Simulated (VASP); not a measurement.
# Si12C11 (a cell with a defect) in VASP: further runs

One crystal, Si12C11 (a cell with a defect), is run at these levels: PBEsol, LDA; tasks: single point, relaxation of the atoms.

All numbers are computed with VASP 6.6.1; they aren't measurements. Logs are shortened: lines on timing, memory, paths and dates and some standing lists are left out, and cuts for length are marked.

## 1. The crystal as given

The cell holds a defect, 23 atoms: a = 9.245 Å, b = 6.163 Å, c = 6.163 Å, α = 60.00°, β = 60.00°, γ = 60.00°.

## 2. Single point, PBEsol, collinear spin, ferromagnetic start

The input, INCAR:

```
PREC = Accurate
ENCUT = 450
EDIFF = 1E-5
ISMEAR = 0
SIGMA = 0.03
LREAL = Auto
LASPH = T
NELM = 120
ALGO = Normal
ISIF = 2
LWAVE = F
LCHARG = F
ISPIN = 2
MAGMOM = 0.75 0.75 0.75 0 0.75 0 0 0 0 0 0 0 0 0 0 0 0 0 0 0 0 0 0
LORBIT = 11
NUPDOWN = 3
GGA = PS
NBANDS = 67
NELECT = 91.0
ISYM = 0
KPAR = 4
```

The input, KPOINTS:

```
regular mesh
0
Gamma
  3 4 4
```

The input, POSCAR:

```
Si12C11                                 
1.0
    0.0000000000      6.5370000000      6.5370000000
    4.3580000000      0.0000000000      4.3580000000
    4.3580000000      4.3580000000      0.0000000000
  Si              C             
    12    11
Direct
     0.0017990918627061    0.0018773574579916    0.9994365418183515
     0.9981027245549593    0.0053925099606983    0.4970146164520678
     0.9987297159206194    0.4977875240226051    0.0031297528214162
     0.9992741857748999    0.5020622464261663    0.4995524309055208
     0.3286703565331477    0.0030346075704642    0.9989390030208382
     0.3316421649909945    0.0034524318914372    0.4985578761504822
     0.3317865426292179    0.5014641321735448    0.0004753592175871
     0.3315318153469993    0.5026365621988315    0.4989353932258861
     0.6662345890533837    0.0015831980604618    0.9994994287576118
     0.6654330524209754    0.0030016915014399    0.4999543840560621
     0.6654888621368094    0.5024556511677367    0.0002256518329011
     0.6653796664528595    0.5019922476489574    0.4993657809263254
     0.0838229497581973    0.1283906060325823    0.6228654448698004
     0.0838759272180467    0.6252693998941484    0.1256915701889347
     0.0828851610951662    0.6266562764201560    0.6240174588421560
     0.4159951943256864    0.1268339707444072    0.1240803979949582
     0.4170681975943304    0.1274864083467830    0.6216104935301203
     0.4169728671002999    0.6256541141134876    0.1237431337291734
     0.4162333820218707    0.6270469591735247    0.6239745756523822
     0.7518459310420176    0.1266338813185318    0.1241913485054456
     0.7484699681790494    0.1274389011613754    0.6251921249400201
     0.7487279317912289    0.6272372928816995    0.1248286804981470
     0.7499087221965469    0.6267560298329863    0.6240485520638188
```

Potentials or basis: VASP PAW PBE potentials, release 64 (Si, C).

Started as:

```console
$ cat potpaw_PBE.64/Si/POTCAR potpaw_PBE.64/C/POTCAR > POTCAR
$ mpirun -np 4 vasp_std > vasp.out
```

OUTCAR:

```text
PREC = Accurate
   ENCUT = 450
   EDIFF = 1E-5
   ISMEAR = 0
   LREAL = Auto
   LASPH = T
   NELM = 120
   ISIF = 2
   ISPIN = 2
   LORBIT = 11
   NUPDOWN = 3
   GGA = PS
   NELECT = 91.0
   ISYM = 0

 ion  position               nearest neighbor table
   1  0.002  0.002  0.999-  20 1.89  13 1.90  14 1.90   5 3.02   3 3.05   2 3.06   7 3.07   6 3.07
                             4 3.08   4 3.08  11 3.10  10 3.10   2 3.10   9 3.10   3 3.11
   2  0.998  0.005  0.497-  21 1.88  13 1.90  15 1.91   3 3.04   1 3.06   5 3.06  12 3.07  10 3.07
                             4 3.07   6 3.08   9 3.08   4 3.09   8 3.09   1 3.10   3 3.12
   3  0.999  0.498  0.003-  22 1.89  14 1.90  15 1.91   2 3.04   5 3.05   1 3.05  12 3.07   4 3.08
                            11 3.08   7 3.08   4 3.09   9 3.09   8 3.09   1 3.11   2 3.12
   4  0.999  0.502  0.500-  13 1.88  14 1.88  23 1.88  15 1.88   8 3.07   6 3.07   2 3.07   7 3.07
                             3 3.08   1 3.08   1 3.08  11 3.09  10 3.09  12 3.09   3 3.09   2 3.09
   5  0.329  0.003  0.999-  17 1.90  18 1.90  16 1.91   1 3.02   3 3.05   2 3.06   6 3.07   7 3.07
                             8 3.08   8 3.08   7 3.09   6 3.09  10 3.09  11 3.10   9 3.12
   6  0.332  0.003  0.499-  13 1.87  16 1.88  17 1.89  19 1.89   1 3.07   5 3.07   7 3.07   4 3.07
                             8 3.08   2 3.08   9 3.08   8 3.09  12 3.09  10 3.09   7 3.09   5 3.09
   7  0.332  0.501  0.000-  14 1.87  16 1.89  18 1.89  19 1.89   1 3.07   6 3.07   5 3.07   8 3.07
                             4 3.07   3 3.08  12 3.09   9 3.09  11 3.09   8 3.09   5 3.09   6 3.09
   8  0.332  0.503  0.499-  15 1.88  17 1.89  18 1.89  19 1.89   4 3.07   7 3.07   6 3.08   5 3.08
                            11 3.08   5 3.08  10 3.08  12 3.09   6 3.09   7 3.09   2 3.09   3 3.09
   9  0.666  0.002  0.999-  21 1.88  22 1.88  16 1.89  20 1.90  11 3.08  10 3.08  12 3.08   2 3.08
[... 4 lines left out ...]
                             8 3.08  10 3.08   4 3.09   9 3.09   7 3.09  12 3.09   1 3.10   5 3.10
  12  0.665  0.502  0.499-  19 1.88  22 1.88  21 1.88  23 1.89   2 3.07   3 3.07  10 3.07  11 3.07
                             9 3.08   9 3.08   8 3.09   7 3.09   4 3.09   6 3.09  11 3.09  10 3.09
  13  0.084  0.128  0.623-   6 1.87   4 1.88   1 1.90   2 1.90
  14  0.084  0.625  0.126-   7 1.87   4 1.88   1 1.90   3 1.90
  15  0.083  0.627  0.624-   8 1.88   4 1.88   2 1.91   3 1.91
  16  0.416  0.127  0.124-   6 1.88   7 1.89   9 1.89   5 1.91
  17  0.417  0.127  0.622-  10 1.87   8 1.89   6 1.89   5 1.90
  18  0.417  0.626  0.124-  11 1.88   8 1.89   7 1.89   5 1.90
  19  0.416  0.627  0.624-  12 1.88   6 1.89   7 1.89   8 1.89
  20  0.752  0.127  0.124-   1 1.89  10 1.89  11 1.89   9 1.90
  21  0.748  0.127  0.625-  10 1.88   9 1.88   2 1.88  12 1.88
  22  0.749  0.627  0.125-  11 1.88   9 1.88  12 1.88   3 1.89
  23  0.750  0.627  0.624-   4 1.88  11 1.89  12 1.89  10 1.89

IMPORTANT INFORMATION: All symmetrisations will be switched off!
NOSYMM: (Re-)initialisation of all symmetry stuff for point group C_1.

----------------------------------------------------------------------------------------

                                     Primitive cell

  volume of cell :     248.3036

  direct lattice vectors                    reciprocal lattice vectors
     0.000000000  6.537000000  6.537000000    -0.076487685  0.076487685  0.076487685
     4.358000000  0.000000000  4.358000000     0.114731528 -0.114731528  0.114731528
     4.358000000  4.358000000  0.000000000     0.114731528  0.114731528 -0.114731528

  length of vectors
     9.244714057  6.163142705  6.163142705     0.132480557  0.198720836  0.198720836

  position of ions in fractional coordinates (direct lattice)
     0.001799092  0.001877357  0.999436542
     0.998102725  0.005392510  0.497014616
     0.998729716  0.497787524  0.003129753
     0.999274186  0.502062246  0.499552431
     0.328670357  0.003034608  0.998939003
     0.331642165  0.003452432  0.498557876
[... 15 lines left out ...]
     0.748727932  0.627237293  0.124828680
     0.749908722  0.626756030  0.624048552

  ion indices of the primitive-cell ions
   primitive index   ion index
                 1           1
                 2           2
                 3           3
                 4           4
                 5           5
                 6           6
[... 15 lines left out ...]
                22          22
                23          23

----------------------------------------------------------------------------------------

 KPOINTS: regular mesh

Automatic generation of k-mesh.
 Grid dimensions read from file:
 generate k-points for:    3    4    4

 Generating k-lattice:

  Cartesian coordinates                     Fractional coordinates (reciprocal lattice)
    -0.025495895  0.025495895  0.025495895     0.333333333  0.000000000  0.000000000
     0.028682882 -0.028682882  0.028682882     0.000000000  0.250000000  0.000000000
     0.028682882  0.028682882 -0.028682882     0.000000000  0.000000000  0.250000000

  Length of vectors
     0.044160186  0.049680209  0.049680209

[... 58 lines left out ...]
   number of dos      NEDOS =    301   number of ions     NIONS =     23
   total plane-waves  NPLWV = 147456
   dimension x,y,z NGX =    64 NGY =   48 NGZ =   48
   dimension x,y,z NGXF=   128 NGYF=   96 NGZF=   96
   ions per type =              12  11
   NGX,Y,Z   is equivalent  to a cutoff of  11.51, 12.95, 12.95 a.u.
   NGXF,Y,Z  is equivalent  to a cutoff of  23.02, 25.90, 25.90 a.u.
 SYSTEM =  unknown system
   PREC   = accura    normal or accurate (medium, high low for compatibility)
   ISTART =      0    job   : 0-new  1-cont  2-samecut
   ICHARG =      2    charge: 1-file 2-atom 10-const
   ISPIN  =      2    spin polarized calculation?
   LNONCOLLINEAR =      F non collinear calculations
   LSORBIT =      F    spin-orbit coupling
   LASPH  =      T    aspherical Exc in radial PAW
   ENCUT  =  450.0 eV  33.07 Ry    5.75 a.u.  15.99 10.66 10.66*2*pi/ulx,y,z
   NELM   =    120;   NELMIN=  2; NELMDL= -5     # of ELM steps
   EDIFF  = 0.1E-04   stopping-criterion for ELM
   LREAL  =      T    real-space projection
   EDIFFG = 0.1E-03   stopping-criterion for IOM
   NSW    =      0    number of steps for IOM
   IBRION =     -1    ionic relax: 0-MD 1-quasi-New 2-CG
   NFREE  =      0    steps in history (QN), initial steepest desc. (CG)
   ISIF   =      2    stress and relaxation
   ISYM   =      0    0-nonsym 1-usesym 2-fastsym
   POTIM  = 0.5000    time-step for ionic-motion
   TEBEG  =    0.0;   TEEND  =   0.0 temperature during run
   PSTRESS=    0.0 pullay stress
   NELECT =      91.0000    total number of electrons
   NUPDOWN=       3.0000    fix difference up-down
   EMIN   =  10.00;   EMAX   =-10.00  energy-range for DOS
   EFERMI =   0.00;   METHOD = LEGACY
   ISMEAR =     0;   SIGMA  =   0.03  broadening in eV -4-tet -1-fermi 0-gaus
   EFERMI_NEDOS =   21; number of points for ismear=-14 and -15
   IALGO  =     38    algorithm
   IMIX   =      4    mixing-type and parameters
     AMIX     =   0.40;   BMIX     =  1.00
     AMIX_MAG =   1.60;   BMIX_MAG =  1.00
  volume/ion in A,a.u.               =      10.80        72.85
  Fermi-wavevector in a.u.,A,eV,Ry     =   1.171550  2.213909 18.674410  1.372530
  Thomas-Fermi vector in A             =   2.307992
   LORBIT       =     11    0 simple, 1 ext, 2 COOP (PROOUT), +10 PAW based schemes
   GGA     = PS    functional components
   LHFCALC =     F    Hartree Fock is set to
   AEXX    =    0.0000 exact exchange contribution
   IVDW    =     0    specifies the selected vdW correction
   LEPSILON=     F    determine dielectric tensor
   LRPA    =     F    only Hartree local field effects (RPA)
 spin polarized calculation
 Gauss-broadening in eV      SIGMA  =   0.03
  energy-cutoff  :      450.00
  volume of cell :      248.30
 maximum number of plane-waves:      5443
   NGX = 31   NGY = 21   NGZ = 21

 number of electron      91.0000003 magnetization       3.0000000

 Free energy of the ion-electron system (eV)
  ---------------------------------------------------
  ext. energy  EPLUGINS =         0.00000000
  ---------------------------------------------------
  free energy    TOTEN  =      -184.29631945 eV

  energy without entropy =     -184.29183835  energy(sigma->0) =     -184.29407890

 E-fermi :   7.1494     XC(G=0): -11.3373

 val. band max:        9.5862721070   @ k =  -0.3333   0.0000   0.2500
 cond. band min:       7.1501437703   @ k =   0.3333   0.2500   0.2500
 fundamental gap:     -2.4361283366
 Fermi energy:         9.5881725148

 spin component 1

 k-point     1 :       0.0000    0.0000    0.0000
  band No.  band energies     occupation
      1      -7.5483      1.00000
      2      -5.6028      1.00000
      3      -5.3910      1.00000
      4      -4.1483      1.00000
      5      -4.0458      1.00000
      6      -3.9849      1.00000
[... 1429 lines left out ...]
     56      13.0874      0.00000
     57      13.3206      0.00000

 [... further k-points ...]

 spin component 2

 k-point     1 :       0.0000    0.0000    0.0000
  band No.  band energies     occupation
      1      -7.4102      1.00000
      2      -5.4676      1.00000
      3      -5.2453      1.00000
      4      -4.0078      1.00000
      5      -3.9025      1.00000
      6      -3.8387      1.00000
[... 1429 lines left out ...]
     56      13.3025      0.00000
     57      13.5092      0.00000

 [... further k-points ...]

 [bands above 57 left out]

------------------------ aborting loop because EDIFF is reached ----------------------------------------

  FORCE on cell =-STRESS in cart. coord.  units (eV):
  Direction    XX          YY          ZZ          XY          YZ          ZX
  --------------------------------------------------------------------------------------
  -------------------------------------------------------------------------------------
  Total      -11.8463814    -13.3729922    -13.2907777     -1.4310988      0.4097460     -1.5759827
  in kB      -76.4387118    -86.2891597    -85.7586717     -9.2341574      2.6438841    -10.1690199
  external PRESSURE =     -82.8288477 kB  Pullay stress =       0.0000000 kB

 VOLUME and BASIS-vectors are now :
 -----------------------------------------------------------------------------
  energy-cutoff  :      450.00
  volume of cell :      248.30
      direct lattice vectors                 reciprocal lattice vectors
     0.000000000  6.537000000  6.537000000    -0.076487685  0.076487685  0.076487685
     4.358000000  0.000000000  4.358000000     0.114731528 -0.114731528  0.114731528
     4.358000000  4.358000000  0.000000000     0.114731528  0.114731528 -0.114731528

 POSITION                                       TOTAL-FORCE (eV/Angst)
 -----------------------------------------------------------------------------------
      4.36373      4.36731      0.01994        -0.017296     -0.018761     -0.021244
      2.18949      8.69059      6.54810        -0.041620      0.144734     -0.026702
      2.18300      6.54234      8.69805        -0.017600     -0.042506      0.159573
      4.36504      8.70930      8.72024        -0.058284      0.100389      0.119046
      4.36660      6.50189      2.16174        -0.011999      0.105280      0.102125
      2.18776      4.34066      2.18299        -0.128457      0.076507      0.101712
[... 15 lines left out ...]
      3.27750      5.43844      7.62793         0.035647     -0.001495     -0.057650
      5.45101      7.62176      7.63356         0.091690     -0.077264     -0.076044
 -----------------------------------------------------------------------------------
    total drift:                                0.000185      0.007164     -0.006128

  FREE ENERGIE OF THE ION-ELECTRON SYSTEM (eV)
  ---------------------------------------------------
  free  energy   TOTEN  =      -184.2963194473 eV

  energy  without entropy=     -184.2918383524  energy(sigma->0) =     -184.29407890

 total charge

# of ion       s       p       d       tot
------------------------------------------
    1        0.729   0.877   0.000   1.605
    2        0.729   0.877   0.000   1.606
    3        0.729   0.875   0.000   1.604
    4        0.708   0.960   0.000   1.669
    5        0.730   0.880   0.000   1.610
    6        0.708   0.958   0.000   1.666
[... 15 lines left out ...]
   22        0.842   1.670   0.000   2.513
   23        0.840   1.667   0.000   2.507
--------------------------------------------------
tot         17.852  29.443   0.000  47.295

 magnetization (x)

# of ion       s       p       d       tot
------------------------------------------
    1        0.037   0.088   0.000   0.125
    2        0.038   0.096   0.000   0.134
    3        0.038   0.095   0.000   0.133
    4        0.001   0.007   0.000   0.009
    5        0.039   0.108   0.000   0.147
    6        0.000   0.012   0.000   0.012
[... 15 lines left out ...]
   22        0.007   0.064   0.000   0.071
   23        0.003   0.067   0.000   0.070
--------------------------------------------------
tot          0.246   1.148   0.000   1.394
```

Run time: 12 min. Hardware: 4 MPI ranks of AMD EPYC 7R13 (Zen 3), shared host; peak memory 0.73 GiB.

Results:

* Free energy: -184.2963 eV
* Largest force: 0.181 eV/Å
* Net moment: 3.00 μB per cell
* Site moments: Si +0.12, +0.13, +0.01, +0.15, +0.03; C +0.06, +0.07 μB
* Valence electrons inside the program's atomic spheres: Si 1.60, 1.61, 1.67, 1.66; C 2.50, 2.49, 2.51

Forces on the atoms (eV/Å):
```
Si  -0.017 -0.019 -0.021
Si  -0.042  0.145 -0.027
Si  -0.018 -0.043  0.160
Si  -0.058  0.100  0.119
Si  -0.012  0.105  0.102
Si  -0.128  0.077  0.102
Si  -0.127  0.087  0.067
Si  -0.035  0.060  0.048
Si  -0.011  0.078  0.086
Si  -0.140  0.059  0.052
Si  -0.128  0.053  0.062
Si  -0.009  0.074  0.072
C    0.068 -0.090 -0.067
C    0.069 -0.055 -0.094
C    0.047 -0.059 -0.066
C    0.051 -0.085 -0.071
C    0.062 -0.078 -0.082
C    0.056 -0.065 -0.099
C    0.118 -0.088 -0.093
C    0.085 -0.114 -0.104
C    0.043 -0.065 -0.012
C    0.036 -0.001 -0.058
C    0.092 -0.077 -0.076
```

Caveat: the cell is charged against a uniform background, so pressure and absolute levels hang on convention; the cutoff is under 1.25 times the usual one of these potentials, so pressure, stress and relaxed cells hold a basis-set (Pulay) error; the PAW data sets were made with another functional, which shifts forces and pressure a little; the total moment is fixed, so each spin has its own Fermi level.

[end of part 1 of 3]
